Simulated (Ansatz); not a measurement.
TiO$_{2}$: do energies and stresses tell the same story?

The calculation used DFT r2SCAN, scalar-relativistic, plane waves, PAW (Ansatz 0.2.0).

Cutoff 500 eV; k points 4×8×6 on the computed 12-atom cell (Γ-centred); Gaussian smearing, width 0.02 eV; no spin polarisation.

Relaxed cell: Pnma, a = 9.401 Å, b = 2.959 Å, c = 4.887 Å, α = 90.00°, β = 90.00°, γ = 90.00°, 12 atoms in the primitive cell. This form isn't the usual stable structure of the compound.

Energies at zero smearing and pressures from the stress tensor, at volumes with shape and atoms relaxed:
| V (Å³/atom) | E − E(first) (meV/atom) | P (GPa) |
| --- | --- | --- |
| 10.650 | 0.00 | 5.68 |
| 10.990 | -8.60 | 2.55 |
| 11.330 | -11.27 | 0.02 |
| 11.670 | -8.72 | -2.46 |
| 12.010 | -0.95 | -4.87 |

**Question.** Check P = −dE/dV between neighbouring volumes, and get the bulk modulus from the pressures alone.

**Answer.** With 1 eV/Å³ = 160.2 GPa:
```tsv
middle V (Å³/atom)	−ΔE/ΔV (GPa)	mean P (GPa)
10.820	4.056	4.115
11.160	1.257	1.285
11.500	-1.202	-1.220
11.840	-3.664	-3.663
```

The two differ by 0.06 GPa at most. The mean of two end pressures misses the average over a step by about ΔV² P″/12, up to 0.08 GPa here; with that taken off 0.03 GPa remains, from the finite cutoff, the mesh or the relaxation's tolerance. Around V = 11.330 Å³/atom, the two neighbours give B = −V ΔP/ΔV = 11.330 × 5.01 / 0.680 = 83.5 GPa, against B0 = 85.3 GPa from the Birch–Murnaghan fit of the energies, which describes these points poorly (B0' = 1.3).

A ferromagnetic start lost its moments in a first run, so spin was left out; other magnetic orders weren't tried.

Cost: 6 runs of about 47 core-minutes in all, on Arm Neoverse V2 (shared hosts).